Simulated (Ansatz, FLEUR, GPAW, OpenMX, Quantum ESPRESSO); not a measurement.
# The band gap of CdSe, sorted by core time

**What was measured.** The band gap of CdSe (Cadmoselite) (P6_3mc) is reported as 1.84 eV at 2 K (a printed reference work). The runs below try to reproduce it.

The structure is hexagonal, space group P6_3mc (No. 186). The conventional cell has a = 4.300 Å, b = 4.300 Å, c = 7.020 Å, α = 90.00°, β = 90.00°, γ = 120.00°. Cd (site symmetry 3m) has 4 Se at 2.61 to 2.70 Å as nearest neighbours. Se (site symmetry 3m) is surrounded by 4 Cd at 2.61 to 2.70 Å.

| rung | level | program and potentials | cutoff (eV) | k mesh | smearing | task | spin | core time | chip | band gap (eV) | miss (eV) | notes |
| --- | --- | --- | --- | --- | --- | --- | --- | --- | --- | --- | --- | --- |
| LDA | LDA | GPAW, PAW data sets generated for this functional | 600 | 5 × 5 × 3 | fermi-dirac 0.05 | band structure | off | 76 s | INTEL XEON PLATINUM 8581C Emerald Rapids | 0.42 | -1.42 | 9 valence electrons an atom on average |
| GGA | PBE | OpenMX, OpenMX 2013 PBE set, Cd7.0-s3p2d2f1, Se7.0-s3p2d2f1, grid cutoff 500 Ry | - | 7 × 7 × 5 | fermi-dirac 0.05 | band structure | off | 2.1 min | AMD EPYC 9R45 Zen 5 | 0.77 | -1.07 | atomic basis; 9 valence electrons an atom on average |
| GGA | PBE | OpenMX, OpenMX 2013 PBE set, Cd7.0-s3p2d2, Se7.0-s3p2d2, grid cutoff 500 Ry | - | 7 × 7 × 5 | fermi-dirac 0.05 | band structure | off | 2.2 min | Arm Neoverse V1 | 0.89 | -0.95 | atomic basis; 9 valence electrons an atom on average |
| GGA | PBE | OpenMX, OpenMX 2013 PBE set, Cd7.0-s3p2d1, Se7.0-s3p2d1, grid cutoff 500 Ry | - | 7 × 7 × 5 | fermi-dirac 0.05 | band structure | off | 2.3 min | Intel Xeon Platinum 8259CL Skylake/Cascade Lake | 0.85 | -0.99 | atomic basis; 9 valence electrons an atom on average |
| GGA | PBE | OpenMX, OpenMX 2013 PBE set, Cd7.0-s3p2d2, Se7.0-s3p2d2, grid cutoff 500 Ry | - | 5 × 5 × 3 | fermi-dirac 0.05 | band structure | off | 3.1 min | Intel Xeon Platinum 8259CL Skylake/Cascade Lake | 0.89 | -0.95 | atomic basis; 9 valence electrons an atom on average |
| GGA | PBEsol | GPAW, PAW data sets generated for this functional | 600 | 6 × 6 × 3 | fermi-dirac 0.05 | band structure | off | 4.2 min | Intel Xeon Skylake/Cascade Lake | 0.57 | -1.27 | 9 valence electrons an atom on average |
| GGA | PBEsol | Quantum ESPRESSO, GBRV 1.5 PBEsol | 612 | 7 × 7 × 4 | fermi-dirac 0.05 | band structure | off | 5.3 min | Arm Neoverse V1 | 0.55 | -1.29 | 9 valence electrons an atom on average |
| GGA | PBE | Ansatz, PseudoDojo stringent (PBE files) | 1633 | 7 × 7 × 4 | fermi-dirac 0.05 | band structure | off | 6 min | Arm Neoverse V1 | 0.70 | -1.14 | 22 valence electrons an atom on average |
| model potential | TB-mBJ | GPAW, GPAW PAW data sets for LDA (gpaw-data 1.2.1) | 600 | 6 × 6 × 4 | fermi-dirac 0.05 | single point | off | 7.8 min | Intel Xeon Skylake/Cascade Lake | 2.02 | +0.18 | potentials made for LDA; 9 valence electrons an atom on average |
| GGA | PBE | OpenMX, OpenMX 2013 PBE set, Cd7.0-s3p2d2, Se7.0-s3p2d2, grid cutoff 500 Ry | - | 5 × 5 × 3 | fermi-dirac 0.05 | band structure | non-collinear, zero start | 8.1 min | Arm Neoverse N1 | 0.89 | -0.95 | atomic basis; 9 valence electrons an atom on average |
| LDA | LDA | FLEUR, all-electron, FLAPW | - | 7 × 7 × 4 | fermi-dirac 0.05 | band structure | off | 31 min | Intel Xeon Platinum 8175M Skylake/Cascade Lake | 0.43 | -1.41 | - |

Times are single runs on shared hosts and different chips, so they are rough; meshes, cutoffs and the tasks' sizes weigh on the time. Gaps are the least found on the k mesh or the band path, and a mesh can miss the band edges. Smearing widths are in eV. The cell comes from a database and isn't always the measured one. Meshes differ between rows, which moves values too. All levels ran on this one cell, unrelaxed unless noted. Meshes are those of the run's cell of 4 atoms unless a note names another. Misses use the values as printed. Runs on faulty files, with rough fits or with known faults for this quantity aren't shown. No row holds spin-orbit coupling.

By rung: LDA 0.42 to 0.43; GGA 0.55 to 0.70; model potential 2.02; GGA in atomic bases 0.77 to 0.89 (eV). Measured: 1.84 eV at 2 K (a printed reference work). Closest, coarse meshes and atomic bases left aside, is TB-mBJ (+0.18 eV). LDA and GGA gaps fall short mostly because these functionals lack the derivative discontinuity; the runs are for a static lattice, while measurements hold temperature and zero-point motion; rows without SOC leave out spin-orbit coupling, which moves the band edges where heavy atoms are present.
